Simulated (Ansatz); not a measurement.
CuO, 4 atoms in the cell. It takes space group Cccm (No. 66, orthorhombic). The conventional cell has a = 3.982 Å, b = 4.307 Å, c = 5.156 Å, α = 90.00°, β = 90.00°, γ = 90.00°. Cu (site symmetry 2/m) has 4 O at 1.95 Å as nearest neighbours. O (site symmetry 222) has 4 Cu at 1.95 Å as nearest neighbours. Measurements of this composition are mostly on another form, of space group No. 15.

```yaml
Program: Ansatz 0.2.0
Task: relaxation of cell and atoms
Functional: r2SCAN
Potentials_or_basis: Ansatz PAW
Cutoff: "500 eV (not typed: the program's choice for these potentials)"
k_mesh: 9 × 9 × 5
Occupations: fermi-dirac, width 0.05 eV
Spin: no spin polarisation
Hubbard_terms: Cu d U = 5.3 eV
Hubbard_projectors: ortho-atomic (the default)
Double_counting: fll (the default)
```

Potentials or basis: Ansatz PAW.

Launch:

```console
$ ansatz run input.yaml --threads 2 --pin off --max-ram 5632MiB --backend cpu --events-out ev --progress --plain --runs-dir out
```

Hardware: 2 threads of Arm Neoverse V1, on a shared host.

**Question.** How long does it take, and how much memory?

**Answer.** Run time: 59 s on 2 threads of Arm Neoverse V1, with other jobs on the host, peak memory 0.56 GiB. Counts: scf iterations 55, plane waves 1107, k points 75, bands 30, ion steps 8.
